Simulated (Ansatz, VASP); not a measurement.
**One calculation of NaI, two programs**

```
Na I
1.0
     0.00000    3.13597    3.22963
     3.13597    0.00000    3.22963
     3.13597    3.13597    0.00000
Na I
1 1
Direct
  0.00000 0.00000 0.00000
  0.50000 0.50000 0.50000
```

Change from the starting cell: biaxial_xy strain -2.9%.

Alike in both runs: task single point; functional r2SCAN; k mesh 8 × 8 × 8; no spin polarisation.

```csv
,VASP,Ansatz
version,VASP 6.6.1,Ansatz 0.2.0
potentials or method,"VASP PAW PBE potentials, release 64 (Na_pv, I)","plane waves, PAW"
plane-wave cutoff (eV),520,500
occupations,"gaussian, width 0.01 eV",fixed
valence electrons in the cell,14,26
```

|  | VASP | Ansatz | Ansatz less VASP |
| --- | --- | --- | --- |
| gap on the k mesh at the Fermi level (eV) | 4.63 | 4.62 | -0.009 |
| pressure (GPa) | 1.1 | 1.2 | +0.08 |
| largest component of the traceless stress (GPa) | 0.70 | 0.72 | +0.018 |

The two sets of potentials don't hold the same shells in valence.

Caveats: the PAW data sets were made with another functional, which shifts forces and pressure a little (VASP); spin-orbit coupling is left out, which moves the levels of the heavy elements.
